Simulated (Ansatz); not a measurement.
# C: the cost of one run

Program: Ansatz 0.2.0. Level of theory: DFT PBEsol, scalar-relativistic, plane waves, PAW. These are calculated values, not measurements.

A COD entry behind a cell of this session may itself be a prediction, so a difference from it is no test against experiment.

3 further runs of the same task are left out: 3 set aside as unsound or not needed.

**1. The system as given**

Symmetry: P6_3/mmc, No. 194, hexagonal system. The conventional cell has a = 2.499 Å, b = 2.499 Å, c = 4.161 Å, α = 90.00°, β = 90.00°, γ = 120.00°. Around C (site symmetry 3m) lie 4 C at 1.53 to 1.56 Å.

Structure file:

```cif
data_structure
_symmetry_space_group_name_H-M 'P6_3/mmc'
_symmetry_Int_Tables_number 194
_cell_length_a 2.4988
_cell_length_b 2.4988
_cell_length_c 4.1608
_cell_angle_alpha 90.000
_cell_angle_beta 90.000
_cell_angle_gamma 120.000
_cell_volume 22.50
loop_
_atom_site_label
_atom_site_type_symbol
_atom_site_symmetry_multiplicity
_atom_site_Wyckoff_symbol
_atom_site_fract_x
_atom_site_fract_y
_atom_site_fract_z
_atom_site_occupancy
C1 C 4 f 0.33333 0.66667 0.06280 1
```

It is the result of an earlier relaxation at this level (volume 5.62 Å³/atom; gap on the mesh: 3.05 eV).

The bulk reference comes from a run made before at the same settings: -246.6442 eV/atom.

**2. The (001) slab**

Miller indices refer to the conventional cell of the relaxed bulk, P6_3/mmc (No. 194): a = 2.499 Å, b = 2.499 Å, c = 4.161 Å, α = 90.00°, β = 90.00°, γ = 120.00°.

The slab is a (001) slab, 10.9 Å thick as cut, with 15 Å of vacuum; its outer planes are C (top) and C (bottom).

The slab as cut. Its planes from the bottom up:

| plane | atoms per cell | height over the lowest (Å) |
| --- | --- | --- |
| 1 | C | 0.00 |
| 2 | C | 0.52 |
| 3 | C | 2.08 |
| 4 | C | 2.60 |
| 5 | C | 4.16 |
| 6 | C | 4.68 |
| 7 | C | 6.24 |
| 8 | C | 6.76 |
| 9 | C | 8.32 |
| 10 | C | 8.84 |
| 11 | C | 10.40 |
| 12 | C | 10.92 |

**3. The slab as cut, atoms at the bulk's places**

The cell repeats along c, and a dipole correction in the vacuum removes the field between the copies.

Contents of input.yaml:

```yaml
crystal:
  lattice:
    - [2.4988149609, 0.0, 0.0]
    - [-1.2494074804, 2.1640372355, 0.0]
    - [0.0, 0.0, 25.9247039496]
  atoms:
    - { symbol: C, position: [0.3333333333, 0.6666666667, 0.2892993499] }
    - { symbol: C, position: [0.6666666667, 0.3333333333, 0.3094582984] }
    - { symbol: C, position: [0.6666666667, 0.3333333333, 0.3695478203] }
    - { symbol: C, position: [0.3333333333, 0.6666666667, 0.3897067687] }
    - { symbol: C, position: [0.3333333333, 0.6666666667, 0.4497962906] }
    - { symbol: C, position: [0.6666666667, 0.3333333333, 0.4699552391] }
    - { symbol: C, position: [0.6666666667, 0.3333333333, 0.5300447609] }
    - { symbol: C, position: [0.3333333333, 0.6666666667, 0.5502037094] }
    - { symbol: C, position: [0.3333333333, 0.6666666667, 0.6102932313] }
    - { symbol: C, position: [0.6666666667, 0.3333333333, 0.6304521797] }
    - { symbol: C, position: [0.6666666667, 0.3333333333, 0.6905417016] }
    - { symbol: C, position: [0.3333333333, 0.6666666667, 0.7107006501] }
basis:
  ecutwfc: 420
kpoints:
  mp_grid: { grid: [12, 12, 1] }
hamiltonian:
  xc: pbesol
scf:
  occupations: { method: gaussian, width: 0.05 }
output:
  forces: true
  stress: true
  eigenvalues: true
  write_density: true
  write_potential: true
  elf: true
  volumetric_format: npy
efield:
  axis: 3
  dipole_correction: true
  ramp_width: 0.04
```

The run is started by

```console
$ ansatz run input.yaml --threads 1 --pin off --max-ram 2560MiB --backend cpu --events-out ev --progress --plain --runs-dir out
```

What time and memory should one allow on 1 thread of AMD EPYC 7R43 (Zen 3), shared host?

About 15 s, with a peak of 0.42 GiB.
